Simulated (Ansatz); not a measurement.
**Where the states of MgS lie**

Space group Fm-3m (No. 225). a = 5.203 Å, b = 5.203 Å, c = 5.203 Å, α = 90.00°, β = 90.00°, γ = 90.00°
```json
{"atom": "Mg", "site": "4a", "symmetry": "m-3m", "x": "0.0000", "y": "0.0000", "z": "0.0000"}
{"atom": "S", "site": "4b", "symmetry": "m-3m", "x": "0.5000", "y": "0.0000", "z": "0.0000"}
```

The runs use the primitive cell with vectors (0.000, 2.602, 2.602), (2.602, 0.000, 2.602), (2.602, 2.602, 0.000) Å, to which the k mesh refers.

The cell is COD entry 9008672, as deposited and not checked against the literature; nothing was relaxed.

These are results of DFT, PBE, all-electron LAPW, scalar-relativistic (Ansatz 0.2.0), not measurements.

Settings: a Γ-centred 10×10×10 k mesh, Fermi–Dirac smearing of 0.03 eV, basis error target 0.25 meV/atom, no spin polarisation.

States per eV and cell, averaged over 0.4 eV, from -5.0 to 3.6 eV, with energies (bin centres) from the valence-band top; empty bins are left out. The partial columns, the largest 3 alone, are projections on Löwdin-orthogonalised atomic shells (those that the program's projection atoms carry: the occupied ones and, for some elements, an empty d or f shell; other empty shells have no column), summed over atoms of an element. Weights on diffuse s and p shells depend on that basis and aren't pure angular character.

| E (eV) | total | S 3p | Mg 3s | S 3s |
| --- | --- | --- | --- | --- |
| -4.9 | 0.02 | 0.01 | 0.00 | 0.00 |
| -4.5 | 0.46 | 0.34 | 0.11 | 0.01 |
| -4.1 | 1.31 | 1.05 | 0.21 | 0.03 |
| -3.7 | 1.98 | 1.63 | 0.25 | 0.06 |
| -3.3 | 0.52 | 0.41 | 0.07 | 0.04 |
| -2.9 | 0.89 | 0.78 | 0.06 | 0.03 |
| -2.5 | 0.99 | 0.89 | 0.04 | 0.02 |
| -2.1 | 1.17 | 1.06 | 0.05 | 0.02 |
| -1.7 | 1.81 | 1.68 | 0.06 | 0.01 |
| -1.3 | 1.98 | 1.88 | 0.03 | 0.01 |
| -0.9 | 2.07 | 2.00 | 0.01 | 0.00 |
| -0.5 | 1.45 | 1.41 | 0.00 | 0.00 |
| -0.1 | 0.35 | 0.34 | 0.00 | 0.00 |
| 3.1 | 0.08 | 0.00 | 0.06 | 0.00 |
| 3.5 | 0.18 | 0.01 | 0.14 | 0.01 |

**Question.** Which of the resolved shells contributes most in the top eV of the valence band?

**Answer.** S 3p, with 97 % of all states there; Mg 3s follows with 0 %.
